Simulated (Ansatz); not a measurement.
Level of theory: DFT PBE, scalar-relativistic, plane waves, PAW (Ansatz 0.2.0). All cells share a 420 eV cutoff and Γ-centred k meshes spaced at most about 0.3 Å⁻¹ (2π included). No spin polarisation.

Temperature and zero-point effects are left out.

Two forms of NaI were relaxed alike.

A.

```xyz
6
Lattice="7.5041 0.0000 0.0000 -3.7520 6.4987 0.0000 0.0000 0.0000 4.5820" Properties=species:S:1:pos:R:3 pbc="T T T"
Na    3.7520    0.0000    0.0000
Na    1.8760    3.2494    0.0000
Na   -1.8760    3.2494    0.0000
I     0.0000    0.0000    0.0000
I     0.0000    4.3325    2.2910
I     3.7520    2.1662    2.2910
```

B.

```xyz
2
Lattice="0.0000 3.2641 3.2641 3.2641 0.0000 3.2641 3.2641 3.2641 0.0000" Properties=species:S:1:pos:R:3 pbc="T T T"
Na    0.0000    0.0000    0.0000
I     3.2641    3.2641    3.2641
```

Question: Which form is favoured at zero pressure, and by what margin per atom?

Answer: B is lower, by 145 meV/atom. A has space group P6/mmm (No. 191), 37.2 Å³/atom and a gap of 1.85 eV on its mesh; B has the rock salt type, space group Fm-3m (No. 225), 34.8 Å³/atom and a gap of 3.58 eV. Counting I atoms around Na (those within 1.25 times the shortest such distance or 1.15 times the sum of covalent radii, 1.27 where that leaves under three; a plus sign parts nearer from farther groups), A has Na 4+2 and B has Na 6. The denser one is the lower, and pressure would at first widen the difference. In A, Na has 4 I at 3.15 Å, 2 I at 3.75 Å and 4 Na at 3.75 Å; I on a site of symmetry 6/mmm is surrounded by 6 Na at 3.75 Å; around I on a site of symmetry -6m2 lie 6 Na at 3.15 Å. In B, Na has 6 I at 3.26 Å; I is surrounded by 6 Na at 3.26 Å. Origin: A, invented; B, reached from a cell as deposited in COD, among other starts. Shaken at random and relaxed again, B came back. Checks on B: no imaginary mode on a 4×4×4 q mesh.

Spin–orbit coupling, which can matter for I, is left out. Kohn–Sham gaps at this level usually fall short of measured ones. The missing spin–orbit coupling can work the other way here. Cells without such a test can be saddle points.
